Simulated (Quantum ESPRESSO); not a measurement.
Pt under changes of volume

One of the cells (15.080 Å³/atom); the others are scaled copies at fixed shape and fractional positions:

```
Pt
1.0
     0.00000    1.96090    1.96090
     1.96090    0.00000    1.96090
     1.96090    1.96090    0.00000
Pt
1
Direct
  0.00000 0.00000 0.00000
```

```yaml
Program: Quantum ESPRESSO 7.5
Functional: PBE
Potentials_or_basis: SSSP 1.3 efficiency PBE
Cutoff: 748 eV
Density_cutoff: 5987 eV
k_mesh: 12 × 12 × 12
Occupations: fermi-dirac, width 0.05 eV
Spin: no spin polarisation
```

| volume (Å³/atom) | energy over the lowest point (meV/atom) | pressure (GPa) |
| --- | --- | --- |
| 14.175 | 126.97 | 31.2 |
| 14.477 | 75.78 | 23.1 |
| 14.778 | 39.03 | 15.8 |
| 15.080 | 15.11 | 9.4 |
| 15.381 | 2.54 | 3.8 |
| 15.683 | 0.00 | -1.2 |
| 15.985 | ? | ? |

Q: What does the run at 15.985 Å³/atom give?

A: Energy over the lowest point 6.33 meV/atom; pressure -5.6 GPa.

Worked out: A Birch-Murnaghan fit of order 3 (a polynomial in V^(-2/3)) to the other rows has its minimum at 15.61 Å³/atom with B0 = V·E''(V) = 253 GPa and B' = 5.2. It gives 6.45 meV/atom at 15.985 Å³/atom, against the run's 6.33, and -dE/dV = -5.6 GPa, against -5.6.

Energies are extrapolated to zero smearing.
